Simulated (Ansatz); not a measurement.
# I (Fmmm) in Ansatz: a series of runs

The runs below take I through relaxation of cell and atoms, with r2SCAN.

All numbers are computed with Ansatz 0.2.0; they aren't measurements. Logs are shortened: lines on timing, memory, paths and dates and some standing lists are left out, and cuts for length are marked.

### 1 The structure

Symmetry: Fmmm, No. 69, orthorhombic system. The conventional cell has a = 4.384 Å, b = 4.731 Å, c = 7.820 Å, α = 90.00°, β = 90.00°, γ = 90.00°. Around I (site symmetry mmm) lie 4 I at 3.23 Å.

### 2 Relaxation of cell and atoms, r2SCAN, target pressure 10 GPa, at which the enthalpy is minimised

Contents of input.yaml:

```yaml
crystal:
  lattice:
    - [0.0, 2.3656004428, 3.9098401324]
    - [2.1922454667, 0.0, 3.9098401324]
    - [2.1922454667, 2.3656004428, 0.0]
  atoms:
    - { symbol: I, position: [0.0, 0.0, 0.0] }
hamiltonian:
  xc: r2scan
  pseudopotentials: { kind: paw }
kpoints:
  mp_grid: { grid: [9, 9, 9] }
scf:
  occupations: { method: fermi_dirac, width: 0.05 }
output:
  forces: true
  stress: true
  eigenvalues: true
relax:
  f_tol: 0.01
  max_steps: 40
  cell: { stress_tol: 0.05, p_target: 10.0 }
```

Potentials or basis: Ansatz PAW.

On the command line:

```bash
$ ansatz run input.yaml --threads 2 --pin off --max-ram 5632MiB --backend cpu --events-out ev --progress --plain --runs-dir out
```

Output:

```text
Warning: RAYON_NUM_THREADS=2 ignored (pool sized by the plan → 2); use --threads N
Engine: ansatz 0.2.0, x86_64-unknown-linux-gnu
Pseudopotentials: kind: paw
Pseudopotential: I, paw, valence charge 17, recommended cutoff 500 eV (meta_gga), I.paw.azcp
Functional definition: r2SCAN
  parameter k0 = 0.174
  parameter k1 = 0.065
  parameter a1 = 4.9479
  exchange = r2scan_x(k0 = k0, k1 = k1, a1 = a1)
  correlation = r2scan_c
Crystal: 1 atoms, lattice volume = 40.553 Å³
Basis set: ecut = 500 eV, 1021 PW (Γ), exchange–correlation on 144×144×96 points (64 copies of the dense FFT grid, shifted against one another)
Bands: 13, of which v1, the nominal top of the filled ones, is band 9 counted from 1 (8 counted from 0)
Symmetry: 8 space group operations
Space group: Fmmm (ITA 69), of the structure as read, at distance tolerance 3.4e-5 Å
k-points: 125 of 729
Non-local potential: I, projectors of the file, l = 0: 2, l = 1: 2, l = 2: 2, l = 3: 2
PAW form: soft (Blöchl's): semilocal exchange-correlation on the pseudo side does not see the compensation charge
PAW frozen core: I, regenerated for the run's functional (the file was generated under x = pbe(κ = 0.804, μ = 0.2195149727645171), c = pbe(β = 0.06672455060314922))
PAW one-centre angular grid: I, 590 points (default); XC on 160 Gauss nodes
Initial density: superposition of atomic densities (neutral atoms: chi_scale 0, normalization atom), corrected by the library's trained network
Initial wavefunctions: pseudopotential atomic-orbital guess
Functional: x = r2scan, c = r2scan; τ floored in thin density (d = 2e-4 eV/Å³)
SCF iter   1: F=—  HF=-7527.866498 eV  |F-HF|=—  |Δ(HF+E_count)|=         —  Δρ=2.45e-3  dr2=2.47e-3  dr2_τ=4.84e-4  ethr=1.77e-3  ⟨swp⟩=6.2  Hψ=11097  notcnv=0
preconditioner: auto → Kerker (q_TF=auto, 2.360 Å⁻¹)  [metal: Δε(μ)=0.014 eV  Ē_g=13.912 eV  σ=0.050 eV  W_gap=0.07  n_scr=10 (ndim 8)  ℏωp=15.4 eV  f_vac=0.086  D(μ)=0.54/eV (n_scr^D=0)]
SCF iter   2: F=—  HF=-7527.867432 eV  |F-HF|=—  |Δ(HF+E_count)|=   9.34e-4  Δρ=1.51e-3  dr2=9.95e-4  dr2_τ=1.24e-5  ethr=1.45e-5  ⟨swp⟩=2.0  Hψ=3609  notcnv=0  defer=10
SCF iter   3: F=—  HF=-7527.867251 eV  |F-HF|=—  |Δ(HF+E_count)|=   1.81e-4  Δρ=2.32e-4  dr2=2.77e-5  dr2_τ=5.05e-7  ethr=5.85e-6  ⟨swp⟩=2.0  Hψ=3207  notcnv=0  defer=10
SCF iter   4: F=—  HF=-7527.867230 eV  |F-HF|=—  |Δ(HF+E_count)|=   2.10e-5  Δρ=1.29e-4  dr2=1.49e-5  dr2_τ=9.88e-8  ethr=1.63e-7  ⟨swp⟩=2.0  Hψ=2683  notcnv=0  defer=10
SCF iter   5: F=—  HF=-7527.867230 eV  |F-HF|=—  |Δ(HF+E_count)|=   6.10e-8  Δρ=6.77e-5  dr2=5.00e-6  dr2_τ=1.68e-8  ethr=8.77e-8  ⟨swp⟩=2.4  Hψ=2069  notcnv=0  defer=10
SCF iter   6: F=—  HF=-7527.867231 eV  |F-HF|=—  |Δ(HF+E_count)|=   1.80e-7  Δρ=2.95e-5  dr2=8.23e-7  dr2_τ=2.95e-9  ethr=2.94e-8  ⟨swp⟩=2.0  Hψ=1995  notcnv=0  defer=10
SCF iter   7: F=-7527.867230 eV  HF=-7527.867230 eV  |F-HF|=4.69e-8  |Δ(HF+E_count)|=   4.15e-8  Δρ=1.17e-5  dr2=8.63e-8  dr2_τ=2.67e-10  ethr=5.88e-10  ⟨swp⟩=4.5  Hψ=7589  notcnv=0
SCF 1 converged in 7 iterations: F = -7527.867230 eV  dr2 = 8.63e-8
relax step   1: F+E_penalty+E_count = -7527.86723041 eV  Δ(F+E_penalty+E_count) = +0.000e0 eV  max|allowed force component| = 0.000e0 eV/Å  Δτ_max = 0.0000 Å  P = +0.001 GPa  Ω = 40.553 Å³  (7 SCF iters, dr2 threshold 1.00e-7 eV, accepted)
Crystal: 1 atoms, lattice volume = 35.862 Å³
Basis set: ecut = 500 eV, 915 PW (Γ), exchange–correlation on 144×144×96 points (64 copies of the dense FFT grid, shifted against one another)
Initial density: handed on by an earlier stage of this run
Initial wavefunctions: those handed on with the density
iter 1 solved again at ethr=4.15e-6 eV; its pass at ethr=3.10e-3 eV (dr2=7.06e-4 eV) is discarded
SCF iter   1: F=—  HF=-7527.798072 eV  |F-HF|=—  |Δ(HF+E_count)|=         —  Δρ=1.57e-3  dr2=7.20e-4  dr2_τ=2.46e-2  ethr=4.15e-6  ⟨swp⟩=2.3  Hψ=14623  notcnv=0
preconditioner: auto → Kerker (q_TF=auto, 2.409 Å⁻¹)  [metal: Δε(μ)=0.024 eV  Ē_g=14.451 eV  σ=0.050 eV  W_gap=0.12  n_scr=10 (ndim 8)  ℏωp=16.4 eV  f_vac=0.006  D(μ)=0.38/eV (n_scr^D=0)]
SCF iter   2: F=—  HF=-7527.818871 eV  |F-HF|=—  |Δ(HF+E_count)|=   2.08e-2  Δρ=1.13e-3  dr2=5.18e-4  dr2_τ=8.92e-6  ethr=4.15e-6  ⟨swp⟩=3.1  Hψ=3887  notcnv=0
SCF iter   3: F=—  HF=-7527.819151 eV  |F-HF|=—  |Δ(HF+E_count)|=   2.80e-4  Δρ=5.54e-4  dr2=1.57e-4  dr2_τ=1.36e-6  ethr=3.05e-6  ⟨swp⟩=2.2  Hψ=1974  notcnv=0
SCF iter   4: F=—  HF=-7527.819184 eV  |F-HF|=—  |Δ(HF+E_count)|=   3.28e-5  Δρ=1.23e-4  dr2=3.09e-6  dr2_τ=2.08e-7  ethr=9.24e-7  ⟨swp⟩=2.0  Hψ=2066  notcnv=0
SCF iter   5: F=—  HF=-7527.819194 eV  |F-HF|=—  |Δ(HF+E_count)|=   9.62e-6  Δρ=3.86e-5  dr2=6.20e-7  dr2_τ=1.07e-8  ethr=1.82e-8  ⟨swp⟩=2.0  Hψ=2073  notcnv=0
SCF iter   6: F=—  HF=-7527.819194 eV  |F-HF|=—  |Δ(HF+E_count)|=   4.20e-7  Δρ=1.80e-5  dr2=1.48e-7  dr2_τ=4.21e-9  ethr=3.65e-9  ⟨swp⟩=3.0  Hψ=2660  notcnv=0
SCF iter   7: F=-7527.819194 eV  HF=-7527.819194 eV  |F-HF|=4.12e-9  |Δ(HF+E_count)|=   1.34e-7  Δρ=4.15e-6  dr2=1.21e-8  dr2_τ=2.00e-10  ethr=5.88e-10  ⟨swp⟩=5.9  Hψ=7739  notcnv=0
SCF 2 converged in 7 iterations: F = -7527.819194 eV  dr2 = 1.21e-8
[... 73 lines left out ...]
SCF iter   2: F=—  HF=-7527.638819 eV  |F-HF|=—  |Δ(HF+E_count)|=   9.19e-5  Δρ=9.96e-5  dr2=2.66e-6  dr2_τ=3.49e-8  ethr=3.95e-8  ⟨swp⟩=2.3  Hψ=2408  notcnv=0
SCF iter   3: F=—  HF=-7527.638818 eV  |F-HF|=—  |Δ(HF+E_count)|=   5.68e-7  Δρ=1.78e-5  dr2=1.09e-7  dr2_τ=7.96e-9  ethr=1.57e-8  ⟨swp⟩=2.0  Hψ=2053  notcnv=0
SCF iter   4: F=-7527.638819 eV  HF=-7527.638819 eV  |F-HF|=4.13e-8  |Δ(HF+E_count)|=   3.36e-7  Δρ=9.73e-6  dr2=2.76e-8  dr2_τ=7.27e-10  ethr=5.88e-10  ⟨swp⟩=6.7  Hψ=8214  notcnv=0
SCF 9 converged in 4 iterations: F = -7527.638819 eV  dr2 = 2.76e-8
relax step   9: F+E_penalty+E_count = -7527.63881861 eV  Δ(F+E_penalty+E_count) = +7.155e-3 eV  max|allowed force component| = 0.000e0 eV/Å  Δτ_max = 0.0000 Å  P = +9.972 GPa  Ω = 29.720 Å³  energy of the carried Pulay correction = +1.759e-3 eV  (4 SCF iters, dr2 threshold 1.00e-7 eV, accepted)
Basis set: ecut = 500 eV, 767 PW (Γ), exchange–correlation on 120×120×96 points (64 copies of the dense FFT grid, shifted against one another)
Initial wavefunctions: pseudopotential atomic-orbital guess (no wavefunctions were taken with the density)
iter 1 solved again at ethr=2.86e-7 eV; its pass at ethr=3.10e-3 eV (dr2=4.87e-5 eV) is discarded
SCF iter   1: F=—  HF=-7527.637848 eV  |F-HF|=—  |Δ(HF+E_count)|=         —  Δρ=2.64e-4  dr2=1.50e-6  dr2_τ=6.48e-6  ethr=2.86e-7  ⟨swp⟩=3.0  Hψ=15270  notcnv=0
preconditioner: auto → Kerker (q_TF=auto, 2.486 Å⁻¹)  [metal: Δε(μ)=0.090 eV  Ē_g=15.127 eV  σ=0.050 eV  W_gap=0.42  n_scr=10 (ndim 8)  ℏωp=18.0 eV  f_vac=0.000  D(μ)=0.44/eV (n_scr^D=0)]
SCF iter   2: F=—  HF=-7527.637856 eV  |F-HF|=—  |Δ(HF+E_count)|=   8.41e-6  Δρ=1.38e-4  dr2=4.16e-7  dr2_τ=3.16e-7  ethr=8.80e-9  ⟨swp⟩=2.1  Hψ=2021  notcnv=0
SCF iter   3: F=—  HF=-7527.637859 eV  |F-HF|=—  |Δ(HF+E_count)|=   2.69e-6  Δρ=4.79e-6  dr2=6.01e-9  dr2_τ=3.63e-10  ethr=2.45e-9  ⟨swp⟩=2.0  Hψ=2078  notcnv=0
SCF iter   4: F=—  HF=-7527.637859 eV  |F-HF|=—  |Δ(HF+E_count)|=   2.88e-9  Δρ=1.62e-6  dr2=1.11e-9  dr2_τ=1.84e-11  ethr=3.54e-11  ⟨swp⟩=2.3  Hψ=2605  notcnv=0
SCF iter   5: F=—  HF=-7527.637859 eV  |F-HF|=—  |Δ(HF+E_count)|=  8.73e-11  Δρ=6.94e-7  dr2=1.50e-10  dr2_τ=7.08e-12  ethr=6.53e-12  ⟨swp⟩=2.1  Hψ=1969  notcnv=0
SCF iter   6: F=—  HF=-7527.637859 eV  |F-HF|=—  |Δ(HF+E_count)|=  8.19e-11  Δρ=3.35e-7  dr2=1.64e-11  dr2_τ=1.16e-12  ethr=1.00e-12  ⟨swp⟩=2.1  Hψ=2118  notcnv=0
SCF iter   7: F=-7527.637859 eV  HF=-7527.637859 eV  |F-HF|=9.09e-13  |Δ(HF+E_count)|=  2.82e-11  Δρ=6.61e-8  dr2=9.67e-13  dr2_τ=3.53e-14  ethr=1.00e-12  ⟨swp⟩=6.2  Hψ=6546  notcnv=0
SCF 10 converged in 7 iterations: F = -7527.637859 eV  dr2 = 9.67e-13
relax step  10: F+E_penalty+E_count = -7527.63785911 eV  Δ(F+E_penalty+E_count) = +9.595e-4 eV  max|allowed force component| = 0.000e0 eV/Å  Δτ_max = 0.0000 Å  P = +9.955 GPa  Ω = 29.720 Å³  stress off target by 4.96e-2 GPa  SCF on the basis re-selected at this cell (its energy is not comparable with the rows above)  (7 SCF iters)
basis re-selected at this cell: Δ(F+E_penalty+E_count) = +9.595e-4 eV, ΔP = -0.016 GPa vs the last step (what re-selecting the basis moved, of the pressure what is left beyond the Pulay correction that the steps carried, after the strain that the cell walked since its last selection, with what the two solves' SCF thresholds leave and, on support functions, any second-order correction that the steps lacked; it is no measure of the basis error at this ecutwfc). The dense FFT grid was sized anew with the basis: this SCF ran on 30×30×24 points, the steps before it on 36×36×24, so part of this shift can come from that change (see relax.cell in the input reference). This SCF's stress stands 4.96e-2 GPa from its target on what of the cell is left free (relax.cell.stress_tol is 5.00e-2 GPa) and its largest allowed force component is 0.00e0 eV/Å (relax.f_tol is 1.00e-2 eV/Å): within both
SCF converged after 7 iterations
Free energy (F): -7527.637859 eV
Harris-Foulkes:  -7527.637859 eV  (|F-HF|=9.09e-13)
Internal energy: -7527.634286 eV  (E = F + TS)
E sigma→0 (E₀):  -7527.636072 eV
Entropy (-TS):   -0.003574 eV (-3.574 meV/atom)
Fermi energy:    10.425083 eV
--- Per-component energies (eV) ---
  E_band       = -333.624234
  E_kinetic    = 190.633394
  E_local      = -1612.375219  (includes V_loc(G=0)·N_el)
  E_nonlocal   = -92.206038
  E_hartree    = 868.247540
  E_xc         = -121.891260
  E_vxc        = -141.005697  (∫ρ·V_xc dr)
  E_paw        = -4836.350516  (= ΣΔE_a)
  E_vpaw       = -423.245285  (= ΣTr[D̂ρ^β])
  E_aug_tail   = -0.000028  (compensation charges beyond the density's cutoff)
  E_vtau       = 8.079582  (kinetic-family band-sum trace: ∫τ·v_τ [+ j·A + Jᵃ·Aᵃ] dr)
  E_ewald      = -1923.765211
  E_core_change = 0.073053  (= ΣΔE_core)
  E_smearing   = -0.003574  (= −TS)
  E_closure    = 0.000000  (closes the sum)
  Σ components = -7527.637859   (vs F -7527.637859, Δ=0.00e0)
--- Forces (eV/Å), atoms counted from 1 ---
  atom   1  I      0.00000000     0.00000000     0.00000000
  max |Σ_I F_I| component: 9.86e-32 eV/Å
--- Stress (GPa, compression-positive) ---
        9.957886      -0.000000      -0.000000
       -0.000000       9.958187      -0.000000
       -0.000000      -0.000000       9.950373
  P = ⅓ Tr σ = 9.9555 GPa (99.555 kbar)
--- Band table (eV; the first three rows and the last of 125) ---
  k-point 0: bands = ["-36.4313", "-36.3807", "-36.1831", "-36.1830", "-36.1351", "-5.5605", "9.4475", "11.8492", "11.8493", "17.1323", "18.4844", "20.6087", "22.7127"]
  k-point 1: bands = ["-36.4268", "-36.3821", "-36.1844", "-36.1828", "-36.1333", "-5.3622", "9.2016", "10.4577", "11.9334", "17.5483", "19.1250", "20.2716", "21.6233"]
  k-point 2: bands = ["-36.4155", "-36.3858", "-36.1880", "-36.1820", "-36.1284", "-4.7940", "7.6241", "9.0131", "12.1620", "17.1986", "19.5639", "20.1236", "23.7425"]
  k-point 124: bands = ["-36.4274", "-36.3817", "-36.1816", "-36.1799", "-36.1321", "-4.2208", "4.2736", "9.3522", "10.9658", "17.3098", "19.0351", "25.6230", "28.7445"]
--- Relaxed structure (9 steps of the walk, 9 accepted, 1 SCFs on fresh bases) ---
  F+E_penalty+E_count = -7527.63785911 eV   max|allowed force component| = 0.000e0 eV/Å   (the final SCF, on the basis selected at the relaxed cell)
  cell:  # Å, volume = 29.7199 Å³
    - [6.501564283210197e-32, 2.177263300719601, 3.134653398715409]
    - [2.1772962701726515, -6.031111327616167e-17, 3.134653398715409]
    - [2.1772962701726515, 2.177263300719601, -3.649049358554512e-17]
  atoms:
    - { symbol: I, position: [0.0, 0.0, 0.0] }
```

Wall time 47 s (2 threads of Intel Xeon Platinum 8259CL at 2.50GHz (Skylake/Cascade Lake), shared host); peak memory 0.59 GiB.

Results:

- Free energy: -7527.6379 eV
- Relaxed volume: 29.72 Å³/atom
- Relaxed cell: a = 3.817 Å, b = 3.817 Å, c = 3.079 Å, α = 66.21°, β = 66.21°, γ = 47.58°
- Space group after relaxing (to 0.05 Å): I4/mmm (No. 139)
- Energy change on relaxing (the enthalpy is what falls): +229.4 meV/atom
- Ionic steps: 10
- Pressure after relaxing: 10.0 GPa
- Band gap on the k mesh: none (metal or under the smearing width)

Step by step:
```tsv
step	energy change (eV)	largest force (eV/Å)	volume (Å³)
1	0.0000	0.0000	40.55
2	0.0480	0.0000	35.86
3	0.1108	0.0000	33.13
4	0.1619	0.0000	31.29
5	0.2398	0.0000	29.62
6	0.2360	0.0000	29.66
7	0.2306	0.0000	29.70
8	0.2213	0.0000	29.84
9	0.2284	0.0000	29.72
10	0.2294	0.0000	29.72
```

Final structure:
```
I
1.0
     0.00000    2.17726    3.13465
     2.17730    0.00000    3.13465
     2.17730    2.17726    0.00000
I
1
Direct
  0.00000 0.00000 0.00000
```

Caveat: the volume moved by over 15 % at a fixed basis, so the end points are rough; the plane-wave basis is chosen anew once the cell has moved, so the energies of steps on either side of that aren't comparable; an odd number of electrons without spin polarisation forces a metal; a magnetic or distorted state may lie lower; the PAW data sets come from PBE, with cores solved anew for the run's functional, which leaves a small shift of forces and pressure.

### 3 Relaxation of cell and atoms, r2SCAN, target pressure 20 GPa, at which the enthalpy is minimised

Edit input.yaml of step 2 so:

```diff
@@ -21,2 +21,2 @@
   max_steps: 40
-  cell: { stress_tol: 0.05, p_target: 10.0 }
+  cell: { stress_tol: 0.05, p_target: 20.0 }
```

Potentials or basis: Ansatz PAW.

On the command line:

```bash
$ ansatz run input.yaml --threads 2 --pin off --max-ram 5632MiB --backend cpu --events-out ev --progress --plain --runs-dir out
```

Wall time 56 s (2 threads of Intel Xeon Platinum 8259CL at 2.50GHz (Skylake/Cascade Lake), shared host); peak memory 0.58 GiB.

It converged, with:

* Free energy: -7527.3267 eV
* Relaxed volume: 26.27 Å³/atom
* Relaxed cell: a = 3.632 Å, b = 3.586 Å, c = 3.001 Å, α = 66.23°, β = 64.65°, γ = 49.13°
* Space group after relaxing (to 0.05 Å): Fmmm (No. 69)
* Energy change on relaxing (the enthalpy is what falls): +540.5 meV/atom
* Ionic steps: 9
* Pressure after relaxing: 20.0 GPa
* Band gap on the k mesh: none (metal or under the smearing width)

Step by step:
```tsv
step	energy change (eV)	largest force (eV/Å)	volume (Å³)
1	0.0000	0.0000	40.55
2	0.0638	0.0000	35.46
3	0.1904	0.0000	31.96
4	0.3010	0.0000	29.61
5	0.4069	0.0000	27.81
6	0.5181	0.0000	26.46
7	0.5438	0.0000	26.24
8	0.5393	0.0000	26.27
9	0.5405	0.0000	26.27
```

Final structure:
```xyz
1
Lattice="0.0000 2.1603 2.9196 2.0828 0.0000 2.9196 2.0828 2.1603 0.0000" Properties=species:S:1:pos:R:3 pbc="T T T"
I     0.0000    0.0000    0.0000
```

Levels at points of the mesh, in eV from the Fermi level:
```csv
k point,band 5,band 6,band 7,band 8,band 9,band 10,band 11,band 12,band 13
"(0.00, 0.00, 0.00)",-46.81,-16.96,-0.40,1.70,1.88,7.57,8.16,11.01,11.99
```

Caveat: the volume moved by over 15 % at a fixed basis, so the end points are rough; the plane-wave basis is chosen anew once the cell has moved, so the energies of steps on either side of that aren't comparable; an odd number of electrons without spin polarisation forces a metal; a magnetic or distorted state may lie lower; the PAW data sets come from PBE, with cores solved anew for the run's functional, which leaves a small shift of forces and pressure.

### 4 Relaxation of cell and atoms, r2SCAN, target pressure 30 GPa, at which the enthalpy is minimised

Edit input.yaml of step 3 so:

```diff
@@ -21,2 +21,2 @@
   max_steps: 40
-  cell: { stress_tol: 0.05, p_target: 20.0 }
+  cell: { stress_tol: 0.05, p_target: 30.0 }
```

On the command line:

```bash
$ ansatz run input.yaml --threads 2 --pin off --max-ram 5632MiB --backend cpu --events-out ev --progress --plain --runs-dir out
```

Run time: 58 s. Hardware: 2 threads of Intel Xeon Platinum 8259CL at 2.50GHz (Skylake/Cascade Lake), shared host; peak memory 0.59 GiB.

Results (log left out):

```yaml
Free_energy: -7526.9943 eV
Relaxed_volume: 24.12 Å³/atom
Relaxed_cell: a = 3.484 Å, b = 3.455 Å, c = 2.950 Å, α = 65.35°, β = 64.34°, γ = 50.32°
Space_group_after_relaxing_to_0.05_Å: Fmmm (No. 69)
Energy_change_on_relaxing_the_enthalpy_is_what_falls: +873.0 meV/atom
Ionic_steps: 11
Pressure_after_relaxing: 30.0 GPa
Band_gap_on_the_k_mesh: none (metal or under the smearing width)
```

The path:
```tsv
step	energy change (eV)	largest force (eV/Å)	volume (Å³)
1	0.0000	0.0000	40.55
2	0.0710	0.0000	35.29
3	0.2434	0.0000	31.38
4	0.4183	0.0000	28.68
5	0.5704	0.0000	26.69
6	0.7156	0.0000	25.18
7	0.8039	0.0000	24.50
8	0.8759	0.0000	24.10
9	0.8725	0.0000	24.12
10	0.8716	0.0000	24.12
11	0.8730	0.0000	24.12
```

Final structure:
```
I
1.0
     0.00000    2.10987    2.77252
     2.06205    0.00000    2.77252
     2.06205    2.10987    0.00000
I
1
Direct
  0.00000 0.00000 0.00000
```

Levels at points of the mesh, in eV from the Fermi level:
```
           k point  band 5  band 6  band 7  band 8  band 9  band 10  band 11  band 12  band 13
(0.00, 0.00, 0.00)  -46.97  -17.70    0.20    2.07    2.18     8.30     8.42    11.75    11.87
```

Caveat: the volume moved by over 15 % at a fixed basis, so the end points are rough; the plane-wave basis is chosen anew once the cell has moved, so the energies of steps on either side of that aren't comparable; an odd number of electrons without spin polarisation forces a metal; a magnetic or distorted state may lie lower; the PAW data sets come from PBE, with cores solved anew for the run's functional, which leaves a small shift of forces and pressure.

### 5 The runs side by side

| cell | target pressure (GPa) | gap on the mesh (eV) | pressure (GPa) |
| --- | --- | --- | --- |
| relaxed to 10 GPa | 10 | none | 10.0 |
| relaxed to 20 GPa | 20 | none | 20.0 |
| relaxed to 30 GPa | 30 | none | 30.0 |

Alike in all rows: task relaxation of cell and atoms; level r2SCAN; potentials or basis Ansatz PAW; no spin polarisation; k mesh 9 × 9 × 9; cutoff (eV) 500; smearing fermi-dirac 0.05 eV.

Caveats: the volume moved by over 15 % at a fixed basis, so the end points are rough; the plane-wave basis is chosen anew once the cell has moved, so the energies of steps on either side of that aren't comparable; an odd number of electrons without spin polarisation forces a metal; a magnetic or distorted state may lie lower; the PAW data sets come from PBE, with cores solved anew for the run's functional, which leaves a small shift of forces and pressure.

Absolute energies hang on the potentials; compare differences alone.
